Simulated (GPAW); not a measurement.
ZnO (zincite):

```xyz
4
Lattice="3.2493 0.0000 0.0000 -1.6247 2.8140 0.0000 0.0000 0.0000 5.2057" Properties=species:S:1:pos:R:3 pbc="T T T"
Zn    1.6247    0.9380    0.0000
Zn    0.0000    1.8760    2.6029
O     0.0000    1.8760    4.5759
O     1.6247    0.9380    1.9730
```

```yaml
Program: GPAW 26.7.0
Task: relaxation of cell and atoms
Functional: RPBE
Potentials_or_basis: the program's PAW data sets (release 1.2.1) made for this functional
Cutoff: 800 eV
Basis: pw
k_mesh: 6 × 6 × 3
Occupations: fermi-dirac, width 0.05 eV
Spin: no spin polarisation
```

At the start: pressure 10.6 GPa; volume 11.90 Å³/atom.

Where does the relaxation end?

Over 5 steps the energy falls by 30.1 meV/atom and the volume is 12.85 Å³/atom (+8.0 %); space group P6_3mc (No. 186, to 0.05 Å).

Step by step:
| step | energy change (eV) | largest force (eV/Å) | pressure (GPa) | volume (Å³) |
| --- | --- | --- | --- | --- |
| 1 | 0.0000 | 0.0838 | 10.62 | 47.60 |
| 2 | -0.0258 | 0.0584 | 9.27 | 48.00 |
| 3 | -0.1191 | 0.0539 | 0.87 | 51.02 |
| 4 | -0.1203 | 0.0510 | 0.14 | 51.33 |
| 5 | -0.1206 | 0.0411 | -0.02 | 51.40 |

Final structure:
```yaml
crystal:
  lattice:
    - [3.33002, 0.00000, 0.00000]
    - [-1.66501, 2.88388, 0.00000]
    - [0.00000, 0.00000, 5.35207]
  atoms:
    - { symbol: Zn, position: [0.66667, 0.33333, 0.99868] }
    - { symbol: Zn, position: [0.33333, 0.66667, 0.49868] }
    - { symbol: O, position: [0.33333, 0.66667, 0.88034] }
    - { symbol: O, position: [0.66667, 0.33333, 0.38033] }
```

Caveat: the k mesh is coarse; later steps reuse the first step's grids.
